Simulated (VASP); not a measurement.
# W (Im-3m) in VASP: notebook

Runs on W. Level: PBE. Tasks: single point.

Everything below comes from runs of VASP 6.6.1. Logs are shortened: lines on timing, memory, paths and dates and some standing lists are left out, and cuts for length are marked.

**1. The structure**

It takes space group Im-3m (No. 229, cubic). The conventional cell has a = 3.165 Å, b = 3.165 Å, c = 3.165 Å, α = 90.00°, β = 90.00°, γ = 90.00°. W (site symmetry m-3m) has 8 W at 2.74 Å as nearest neighbours.

**2. Single point, PBE**

Input file INCAR:

```
SYSTEM = W
ADDGRID = .False. ; ALGO = Normal
EDIFF = 1E-7 ; ENCUT = 650
GGA = PE ; ISIF = 2
ISMEAR = 1 ; LASPH = .True.
LCHARG = .False. ; LREAL = .False.
LWAVE = .False. ; NELM = 100
PREC = Accurate ; SIGMA = 0.1
```

Input file KPOINTS:

```
k-points
0
Gamma
  15 15 15
  0 0 0
```

Input file POSCAR:

```
W
1.0
   -1.5823450000      1.5823450000      1.5823450000
    1.5823450000     -1.5823450000      1.5823450000
    1.5823450000      1.5823450000     -1.5823450000
W
1
Direct
    0.0000000000      0.0000000000      0.0000000000
```

Potentials or basis: VASP PAW PBE potentials, release 64 (W).

Launch:

```bash
$ cat potpaw_PBE.64/W/POTCAR > POTCAR
$ mpirun -np 1 vasp_std > vasp.out
```

OUTCAR:

```text
SYSTEM = W
   EDIFF = 1E-7
   ENCUT = 650
   GGA = PE
   ISIF = 2
   ISMEAR = 1
   LASPH = .True.
   LREAL = .False.
   NELM = 100
   PREC = Accurate

 Found    120 irreducible k-points:

 Following reciprocal coordinates:
            Coordinates               Weight
  0.000000  0.000000  0.000000      1.000000
  0.066667  0.000000  0.000000     12.000000
  0.133333  0.000000  0.000000     12.000000
  0.200000  0.000000  0.000000     12.000000
  0.266667  0.000000  0.000000     12.000000
  0.333333  0.000000  0.000000     12.000000
   k-points           NKPTS =    120   k-points in BZ     NKDIM =    120   number of bands    NBANDS=      7
   number of dos      NEDOS =    301   number of ions     NIONS =      1
   total plane-waves  NPLWV =  13824
   dimension x,y,z NGX =    24 NGY =   24 NGZ =   24
   dimension x,y,z NGXF=    48 NGYF=   48 NGZF=   48
   ions per type =               1
   NGX,Y,Z   is equivalent  to a cutoff of  14.56, 14.56, 14.56 a.u.
   NGXF,Y,Z  is equivalent  to a cutoff of  29.12, 29.12, 29.12 a.u.
 SYSTEM =  W
   PREC   = accura    normal or accurate (medium, high low for compatibility)
   ISTART =      0    job   : 0-new  1-cont  2-samecut
   ICHARG =      2    charge: 1-file 2-atom 10-const
   ISPIN  =      1    spin polarized calculation?
   LNONCOLLINEAR =      F non collinear calculations
   LSORBIT =      F    spin-orbit coupling
   LASPH  =      T    aspherical Exc in radial PAW
   ENCUT  =  650.0 eV  47.77 Ry    6.91 a.u.   5.70  5.70  5.70*2*pi/ulx,y,z
   NELM   =    100;   NELMIN=  2; NELMDL= -5     # of ELM steps
   EDIFF  = 0.1E-06   stopping-criterion for ELM
   LREAL  =      F    real-space projection
   EDIFFG = 0.1E-05   stopping-criterion for IOM
   NSW    =      0    number of steps for IOM
   IBRION =     -1    ionic relax: 0-MD 1-quasi-New 2-CG
   NFREE  =      0    steps in history (QN), initial steepest desc. (CG)
   ISIF   =      2    stress and relaxation
   ISYM   =      2    0-nonsym 1-usesym 2-fastsym
   POTIM  = 0.5000    time-step for ionic-motion
   TEBEG  =    0.0;   TEEND  =   0.0 temperature during run
   PSTRESS=    0.0 pullay stress
   NELECT =       6.0000    total number of electrons
   NUPDOWN=      -1.0000    fix difference up-down
   EMIN   =  10.00;   EMAX   =-10.00  energy-range for DOS
   EFERMI =   0.00;   METHOD = LEGACY
   ISMEAR =     1;   SIGMA  =   0.10  broadening in eV -4-tet -1-fermi 0-gaus
   EFERMI_NEDOS =   21; number of points for ismear=-14 and -15
   IALGO  =     38    algorithm
   IMIX   =      4    mixing-type and parameters
     AMIX     =   0.40;   BMIX     =  1.00
     AMIX_MAG =   1.60;   BMIX_MAG =  1.00
  volume/ion in A,a.u.               =      15.85       106.94
  Fermi-wavevector in a.u.,A,eV,Ry     =   1.184325  2.238049 19.083867  1.402625
  Thomas-Fermi vector in A             =   2.320541
   LORBIT       =      0    0 simple, 1 ext, 2 COOP (PROOUT), +10 PAW based schemes
   GGA     = PE    functional components
   LHFCALC =     F    Hartree Fock is set to
   AEXX    =    0.0000 exact exchange contribution
   IVDW    =     0    specifies the selected vdW correction
   LEPSILON=     F    determine dielectric tensor
   LRPA    =     F    only Hartree local field effects (RPA)
 non-spin polarized calculation
 Methfessel and Paxton  Order N= 1 SIGMA  =   0.10
  energy-cutoff  :      650.00
  volume of cell :       15.85
 maximum number of plane-waves:       607
   NGX = 11   NGY = 11   NGZ = 11

 number of electron       6.0000000 magnetization

 Free energy of the ion-electron system (eV)
  ---------------------------------------------------
  ext. energy  EPLUGINS =         0.00000000
  ---------------------------------------------------
  free energy    TOTEN  =       -13.02013555 eV

  energy without entropy =      -13.02062291  energy(sigma->0) =      -13.02029800

 E-fermi :   7.7861     XC(G=0): -13.1445

 val. band max:        7.7603018547   @ k =  -0.3333   0.4000   0.2667
 cond. band min:       7.9064677166   @ k =  -0.2667   0.2667   0.1333
 fundamental gap:      0.1461658619
 Fermi energy:         7.7861099522

 k-point     1 :       0.0000    0.0000    0.0000
  band No.  band energies     occupation
      1      -1.7950      2.00000
      2       6.5680      2.00000
      3       6.5680      2.00000
      4       6.5680      2.00000
      5      10.0460      0.00000
      6      10.0460      0.00000
      7      23.0496      0.00000

 k-point     2 :       0.0667    0.0000    0.0000
  band No.  band energies     occupation
      1      -1.5856      2.00000
      2       6.4392      2.00000
      3       6.5393      2.00000
      4       6.7766      2.00000
      5       9.8459      0.00000
      6      10.0495      0.00000
      7      23.2283      0.00000

 k-point     3 :       0.1333    0.0000    0.0000
  band No.  band energies     occupation
      1      -0.9885      2.00000
      2       6.0945      2.00000
      3       6.4023      2.00000
      4       7.3927      2.00000
      5       9.4777     -0.00000
      6      10.0734      0.00000
      7      23.6169      0.00000

 k-point     4 :       0.2000    0.0000    0.0000
  band No.  band energies     occupation
      1      -0.1129      2.00000
      2       5.6305      2.00000
      3       6.1238      2.00000
      4       8.3849     -0.00000
      5       9.3296     -0.00000
      6      10.1467      0.00000
      7      23.6629      0.00000

 k-point     5 :       0.2667    0.0000    0.0000
  band No.  band energies     occupation
      1       0.8046      2.00000
      2       5.1490      2.00000
      3       5.9567      2.00000
      4       9.4910     -0.00000
      5       9.6934     -0.00000
      6      10.2921      0.00000
      7      22.8165      0.00000

 k-point     6 :       0.3333    0.0000    0.0000
  band No.  band energies     occupation
      1       1.4064      2.00000
      2       4.7292      2.00000
      3       6.3427      2.00000
      4       9.7930      0.00000
      5      10.5037      0.00000
      6      11.2085      0.00000
      7      21.5460      0.00000

 [... further k-points ...]

------------------------ aborting loop because EDIFF is reached ----------------------------------------

  FORCE on cell =-STRESS in cart. coord.  units (eV):
  Direction    XX          YY          ZZ          XY          YZ          ZX
  --------------------------------------------------------------------------------------
  -------------------------------------------------------------------------------------
  Total        0.2363675      0.2363675      0.2363675      0.0000000      0.0000000     -0.0000000
  in kB       23.8965298     23.8965298     23.8965298      0.0000000      0.0000000     -0.0000000
  external PRESSURE =      23.8965298 kB  Pullay stress =       0.0000000 kB

 VOLUME and BASIS-vectors are now :
 -----------------------------------------------------------------------------
  energy-cutoff  :      650.00
  volume of cell :       15.85
      direct lattice vectors                 reciprocal lattice vectors
    -1.582345000  1.582345000  1.582345000     0.000000000  0.315986716  0.315986716
     1.582345000 -1.582345000  1.582345000     0.315986716  0.000000000  0.315986716
     1.582345000  1.582345000 -1.582345000     0.315986716  0.315986716  0.000000000

 POSITION                                       TOTAL-FORCE (eV/Angst)
 -----------------------------------------------------------------------------------
      0.00000      0.00000      0.00000        -0.000000     -0.000000     -0.000000
 -----------------------------------------------------------------------------------
    total drift:                               -0.000000      0.000000      0.000000

  FREE ENERGIE OF THE ION-ELECTRON SYSTEM (eV)
  ---------------------------------------------------
  free  energy   TOTEN  =       -13.0201355460 eV

  energy  without entropy=      -13.0206229092  energy(sigma->0) =      -13.02029800
```

Run time: 9.4 s. Hardware: 1 thread of AMD EPYC 9R45 (Zen 5), shared host; peak memory 0.12 GiB.

The run converged, but some of its settings lie outside the range that counts as converged, so its numbers aren't taken as properties of the crystal.

Results:

```
Free energy            : -13.0201 eV
Pressure               : 2.4 GPa
Band gap on the k mesh : none (metal or under the smearing width)
```

**3. Single point, PBE**

INCAR: that of step 2 with these lines changed.

```diff
@@ -2,3 +2,3 @@
 ADDGRID = .False. ; ALGO = Normal
-EDIFF = 1E-7 ; ENCUT = 650
+EDIFF = 1E-7 ; ENCUT = 520
 GGA = PE ; ISIF = 2
```

Input file KPOINTS:

```
k-points
0
Gamma
  18 18 18
  0 0 0
```

POSCAR is that of step 2.

Potentials or basis: VASP PAW PBE potentials, release 64 (W).

Launch:

```bash
$ cat potpaw_PBE.64/W/POTCAR > POTCAR
$ mpirun -np 1 vasp_std > vasp.out
```

Run time: 9.6 s. Hardware: 1 thread of AMD EPYC 9R45 (Zen 5), shared host; peak memory 0.11 GiB.

These settings aren't checked as converged: the numbers below hold their error.

What came out:

| Quantity | Value |
| --- | --- |
| Free energy | -13.0158 eV |
| Pressure | 2.1 GPa |
| Band gap on the k mesh | none (metal or under the smearing width) |
